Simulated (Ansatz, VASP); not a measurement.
## One calculation of Pb, two programs

INCAR

```
SYSTEM = Pb
PREC = Accurate ; ENCUT = 520
EDIFF = 1E-6 ; ISMEAR = 0
SIGMA = 0.1 ; LREAL = .FALSE.
LASPH = .TRUE. ; NELM = 100
ALGO = Normal ; ISIF = 2
LWAVE = .FALSE. ; LCHARG = .FALSE.
GGA = PE ; NBANDS = 21
```

KPOINTS

```
Automatic mesh
0
G
  15 15 8
  0 0 0
```

The input POSCAR:

```
Pb
1.0
    3.3710766690      0.0000000000      0.0000000000
   -1.6855383345      2.9194380334      0.0000000000
    0.0000000000      0.0000000000      5.5827330000
Pb
2
Direct
    0.3333333333      0.6666666667      0.2500000000
    0.6666666667      0.3333333333      0.7500000000
```

Input for Ansatz:

```yaml
crystal:
  lattice:
    - [3.371076669, 0.0, 0.0]
    - [-1.6855383345, 2.9194380334, 0.0]
    - [0.0, 0.0, 5.582733]
  atoms:
    - { symbol: Pb, position: [0.3333333333, 0.6666666667, 0.25] }
    - { symbol: Pb, position: [0.6666666667, 0.3333333333, 0.75] }
basis:
  ecutwfc: 420
kpoints:
  mp_grid: { grid: [15, 15, 8] }
hamiltonian:
  xc: pbe
scf:
  occupations: { method: gaussian, width: 0.1 }
output:
  forces: true
  stress: true
  eigenvalues: true
  populations: true
```

Alike in both runs: task single point; functional PBE; k mesh 15 × 15 × 8; occupations gaussian, width 0.1 eV; no spin polarisation.

|  | VASP | Ansatz |
| --- | --- | --- |
| version | VASP 6.6.1 | Ansatz 0.2.0 |
| potentials or method | VASP PAW PBE potentials, release 64 (Pb_d) | scalar-relativistic, plane waves, PAW |
| plane-wave cutoff (eV) | 520 | 420 |
| valence electrons in the cell | 28 | 28 |

```csv
,VASP,Ansatz,Ansatz less VASP
gap on the k mesh at the Fermi level (eV),none,none,-
pressure (GPa),8.4,8.5,+0.08
largest component of the traceless stress (GPa),0.20,0.19,-0.006
```

A gap of «none» marks a metal or a gap that the smearing closes. With one functional, cell and mesh, what is left measures potentials, basis and numerics.

Spin-orbit coupling is left out, which matters for the levels of Pb.
